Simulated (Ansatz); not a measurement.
Ti: equation of state with PBEsol

Ti:

```
Ti
1.0
     0.00000    2.03000    2.03000
     2.03000    0.00000    2.03000
     2.03000    2.03000    0.00000
Ti
1
Direct
  0.00000 0.00000 0.00000
```

This isn't the form of Ti at room conditions, which is hcp.

* Program: Ansatz 0.2.0
* Task: equation of state
* Functional: PBEsol
* Potentials or basis: Ansatz PAW
* Cutoff: 420 eV
* Density cutoff: 1680 eV
* k mesh: 11 × 11 × 11
* Occupations: fermi-dirac, width 0.05 eV
* Spin: no spin polarisation

```json
{
 "Equilibrium volume": "16.65 Å³/atom",
 "Bulk modulus": "114 GPa",
 "Pressure derivative of the bulk modulus": "3.5"
}
```

Energy against volume, from the lowest point:
```
volume (Å³/atom)  energy (meV/atom)
          15.727              19.72
          16.062               7.68
          16.396               1.28
          16.731               0.00
          17.065               3.40
          17.400              11.07
          17.735              22.65
```

All runs of the series together: 6 s on 2 threads of AMD EPYC 7R43 64-Core Processor (Zen 3), with other jobs on the host.
